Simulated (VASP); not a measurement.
Here is a VASP 6.6.1 calculation.

File INCAR:

```
PREC = Accurate
ENCUT = 520
EDIFF = 1E-6
ISMEAR = 0
SIGMA = 0.05
LREAL = False
LASPH = True
NELM = 100
ALGO = Fast
ISIF = 2
LWAVE = False
LCHARG = False
GGA = PE
NBANDS = 6
```

File KPOINTS:

```
Automatic mesh
0
Gamma
  14 14 34
```

Contents of POSCAR:

```
H
1.0
    2.7850087821      0.0736599569     -0.0794891622
    0.0736599569      2.6596013806     -0.0443019597
   -0.0294147876     -0.0163938416      1.0012793699
H
1
Direct
    0.0000000000      0.0000000000      0.5000000000
```

Potentials or basis: VASP PAW PBE potentials, release 64 (H).

Command:

```bash
$ cat potpaw_PBE.64/H/POTCAR > POTCAR
$ mpirun -np 1 vasp_std > vasp.out
```

Q: Predict the band gap on the k mesh.

A: None (metal or under the smearing width).

Q: Predict the pressure.

A: -0.7 GPa.

Stress tensor (GPa, compression positive):
```
 1.13  0.08  0.19
 0.08  1.98  0.11
 0.19  0.11 -5.29
```
